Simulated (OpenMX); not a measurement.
Write the native input for OpenMX 3.8.5 that does the following.

```yaml
Task: band structure
Functional: PBE
Potentials_or_basis: OpenMX 2013 PBE set, Sn7.0-s3p2d2, O6.0-s2p2d1, grid cutoff 500 Ry
k_mesh: 5 × 5 × 5
Occupations: fermi-dirac, width 0.05 eV
Spin: non-collinear spin, zero start, spin-orbit coupling
Starting_moments: "[[0.0, 0.0, 0.0], [0.0, 0.0, 0.0], [0.0, 0.0, 0.0], [0.0, 0.0, 0.0]] μB"
Mixing_scheme: rmm-diisk
SCF_threshold: 1e-07 Ha
Solver: band
Max_SCF_cycles: 100
```

SnO:

```
Sn O
1.0
     3.81370    0.00000    0.00000
     0.00000    3.81370    0.00000
     0.00000    0.00000    4.88691
Sn O
2 2
Direct
  0.50000 0.00000 0.76463
  0.00000 0.50000 0.23537
  0.00000 0.00000 0.00000
  0.50000 0.50000 0.00000
```

The cell is a database's computed one.

These files were run (other wordings do the same):

SnO.dat

```
System.CurrrentDirectory             ./
System.Name                          SnO
DATA.PATH                            ./DFT_DATA13
level.of.stdout                      1
level.of.fileout                     0
Species.Number                       2
<Definition.of.Atomic.Species
  Sn  Sn7.0-s3p2d2           Sn_PBE13
  O   O6.0-s2p2d1            O_PBE13
Definition.of.Atomic.Species>

Atoms.Number                         4
Atoms.SpeciesAndCoordinates.Unit     FRAC
<Atoms.SpeciesAndCoordinates
    1  Sn    0.5000000000    0.0000000000    0.7646261400   7.000  7.000     0.00    0.00    0.00    0.00  0  off
    2  Sn    0.0000000000    0.5000000000    0.2353738600   7.000  7.000     0.00    0.00    0.00    0.00  0  off
    3  O     0.0000000000    0.0000000000    0.0000000000   3.000  3.000     0.00    0.00    0.00    0.00  0  off
    4  O     0.5000000000    0.5000000000    0.0000000000   3.000  3.000     0.00    0.00    0.00    0.00  0  off
Atoms.SpeciesAndCoordinates>

Atoms.UnitVectors.Unit               Ang
<Atoms.UnitVectors
     3.8136952200    0.0000000000    0.0000000000
     0.0000000000    3.8136952200    0.0000000000
     0.0000000000    0.0000000000    4.8869133000
Atoms.UnitVectors>

scf.XcType                           GGA-PBE
scf.SpinPolarization                 nc
scf.SpinOrbit.Coupling               on
scf.ElectronicTemperature            580.226
scf.energycutoff                     500.0
scf.maxIter                          100
scf.EigenvalueSolver                 band
scf.Kgrid                            5 5 5
scf.Mixing.Type                      rmm-diisk
scf.Init.Mixing.Weight               0.05
scf.Min.Mixing.Weight                0.001
scf.Max.Mixing.Weight                0.3
scf.Mixing.History                   25
scf.Mixing.StartPulay                8
scf.criterion                        1.0e-7
MD.Type                              nomd
Band.dispersion                      on
Band.Nkpath                          9
<Band.kpath
   13   0.000000  0.000000  0.000000    0.000000  0.500000  0.000000  G X
   13   0.000000  0.500000  0.000000    0.500000  0.500000  0.000000  X M
   19   0.500000  0.500000  0.000000    0.000000  0.000000  0.000000  M G
   10   0.000000  0.000000  0.000000    0.000000  0.000000  0.500000  G Z
   13   0.000000  0.000000  0.500000    0.000000  0.500000  0.500000  Z R
   13   0.000000  0.500000  0.500000    0.500000  0.500000  0.500000  R A
   19   0.500000  0.500000  0.500000    0.000000  0.000000  0.500000  A Z
   10   0.000000  0.500000  0.000000    0.000000  0.500000  0.500000  X R
   10   0.500000  0.500000  0.000000    0.500000  0.500000  0.500000  M A
Band.kpath>
```

Potentials or basis: OpenMX 2013 PBE set, Sn7.0-s3p2d2, O6.0-s2p2d1, grid cutoff 500 Ry.

The run is started by

```console
$ openmx SnO.dat -nt 1 > SnO.std
```

It gave:

```json
{
 "Largest force": "1.196 eV/Å",
 "Band gap along the path": "none (metal or under the smearing width)",
 "Net moment": "0.00 μB per cell",
 "Mulliken charges": "Sn +0.49; O -0.49 e"
}
```

Caveat: Mulliken charges move with the basis; total energies with and without spin-orbit coupling shouldn't be compared in this program; the basis of atomic orbitals isn't converged, which shifts pressures, moduli and gaps; forces of over 1 eV/Å show positions far from the minimum, so gaps and moduli don't describe the material at rest.

It took 5.3 min on 1 thread of Intel(R) Xeon(R) 6975P-C (Granite Rapids), with other jobs on the host, peak memory 1.6 GiB.
